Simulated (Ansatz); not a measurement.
# Zn: relaxation of cell and atoms with PBEsol

The system is Zn.

```
Zn
1.0
     0.00000    1.96478    1.96478
     1.96478    0.00000    1.96478
     1.96478    1.96478    0.00000
Zn
1
Direct
  0.00000 0.00000 0.00000
```

This isn't the form of Zn at room conditions, which is hcp.

```json
{"Program": "Ansatz 0.2.0", "Task": "relaxation of cell and atoms", "Functional": "PBEsol", "Potentials or basis": "Ansatz PAW", "Cutoff": "420 eV (not typed: the program's choice for these potentials)", "k mesh": "12 × 12 × 12", "Occupations": "fermi-dirac, width 0.05 eV", "Spin": "no spin polarisation"}
```

| Quantity | Value |
| --- | --- |
| Relaxed volume | 14.10 Å³/atom |
| Relaxed cell | a = 2.712 Å, b = 2.712 Å, c = 2.712 Å, α = 60.00°, β = 60.00°, γ = 60.00° |
| Space group after relaxing (to 0.05 Å) | Fm-3m (No. 225) |
| Energy gained by relaxing | 18.7 meV/atom |
| Ionic steps | 7 |
| Pressure after relaxing | 0.0 GPa |
| Band gap on the k mesh | none (metal or under the smearing width) |

The path:
| step | energy change (eV) | largest force (eV/Å) | volume (Å³) |
| --- | --- | --- | --- |
| 1 | 0.0000 | 0.0000 | 15.17 |
| 2 | -0.0177 | 0.0000 | 14.39 |
| 3 | -0.0193 | 0.0000 | 14.06 |
| 4 | -0.0193 | 0.0000 | 14.11 |
| 5 | -0.0187 | 0.0000 | 14.11 |
| 6 | -0.0187 | 0.0000 | 14.10 |
| 7 | -0.0187 | 0.0000 | 14.10 |

Final structure:
```
Zn
1.0
     0.00000    1.91744    1.91744
     1.91744    0.00000    1.91744
     1.91744    1.91744    0.00000
Zn
1
Direct
  0.00000 0.00000 0.00000
```

Levels at points of the mesh, in eV from the Fermi level:
```tsv
k point	band 2	band 3	band 4	band 5	band 6	band 7	band 8	band 9	band 10
(0.00, 0.00, 0.00)	-7.72	-7.72	-7.72	-7.28	-7.28	19.08	19.23	19.23	19.23
(0.00, 0.00, -0.50)	-7.73	-7.73	-6.96	-6.96	-3.18	-1.20	16.06	16.06	17.67
(0.00, -0.50, -0.50)	-8.43	-6.97	-6.88	-6.88	-1.16	2.06	8.77	8.77	12.54
```

Wall time 3 s on 2 threads of AMD EPYC 7R43 64-Core Processor (Zen 3), on a shared host, peak memory 0.35 GiB.

Caveat: the plane-wave basis is chosen anew once the cell has moved, so the energies of steps on either side of that aren't comparable; the PAW data sets come from PBE, with cores solved anew for the run's functional, which leaves a small shift of forces and pressure.
